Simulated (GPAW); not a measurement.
# Al: single point with RPBE

Al:

```
Al
1.0
     4.49160    0.00000    0.00000
    -2.24580    3.88984    0.00000
     0.00000    0.00000    2.72260
Al
2
Cartesian
  0.0000 2.5932 0.0000
  2.2458 1.2966 0.0000
```

The cell was built by a generator and needn't be a form met in nature.

```
Program             : GPAW 26.7.0
Task                : single point
Functional          : RPBE
Potentials or basis : the program's PAW data sets (release 1.2.1) made for this functional
Cutoff              : 600 eV
Basis               : pw
k mesh              : 7 × 7 × 10
Occupations         : fermi-dirac, width 0.05 eV
Spin                : no spin polarisation
```

| Quantity | Value |
| --- | --- |
| Pressure | 2.8 GPa |
| Band gap on the k mesh | none (metal or under the smearing width) |

Stress tensor (GPa, compression positive):
```
3.24 0.00 0.00
0.00 3.24 0.00
0.00 0.00 1.96
```

Levels at points of the mesh, in eV from the Fermi level:
```csv
k point,band 1,band 2,band 3,band 4,band 5,band 6
"(0.00, 0.00, 0.00)",-8.94,-0.89,-0.89,-0.34,2.21,2.21
"(0.00, 0.00, 0.50)",-4.45,-3.66,2.47,2.47,2.84,5.38
```

Run time: 25 s on 1 thread of Arm Neoverse V1 (shared host), peak memory 0.18 GiB.
